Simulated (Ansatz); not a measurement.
GaP: relaxation of cell and atoms with PBE

GaP:

```
Ga P
1.0
     0.00000    2.72525    2.72525
     2.72525    0.00000    2.72525
     2.72525    2.72525    0.00000
Ga P
1 1
Direct
  0.00000 0.00000 0.00000
  0.75000 0.75000 0.75000
```

- Program: Ansatz 0.2.0
- Task: relaxation of cell and atoms
- Functional: PBE
- Potentials or basis: all-electron LAPW, scalar-relativistic
- Basis error allowed: 0.001 eV/atom
- k mesh: 8 × 8 × 8
- Occupations: fermi-dirac, width 0.05 eV
- Spin: no spin polarisation

The relaxed volume is 20.85 Å³/atom. The relaxed cell is a = 3.892 Å, b = 3.892 Å, c = 3.892 Å, α = 60.00°, β = 60.00°, γ = 60.00°, the space group after relaxing (to 0.05 Å) is F-43m (No. 216) and the energy gained by relaxing is 4.7 meV/atom. The ionic steps are 4 and the pressure after relaxing is 0.0 GPa. The band gap on the k mesh is 1.59 eV.

Step by step:
```
step  energy change (eV)  largest force (eV/Å)  volume (Å³)
   1              0.0000                0.0000        40.48
   2             -0.0084                0.0000        41.33
   3             -0.0094                0.0000        41.70
   4             -0.0094                0.0000        41.70
```

Final structure:
```
Ga P
1.0
     0.00000    2.75239    2.75239
     2.75239    0.00000    2.75239
     2.75239    2.75239    0.00000
Ga P
1 1
Direct
  0.00000 0.00000 0.00000
  0.75000 0.75000 0.75000
```

Run time: 18 s on 1 thread of Intel(R) Xeon(R) Platinum 8488C (Sapphire Rapids), on a shared host, peak memory 0.34 GiB.

A k mesh can miss the band edges. Zero-point motion and thermal expansion aren't in these numbers.
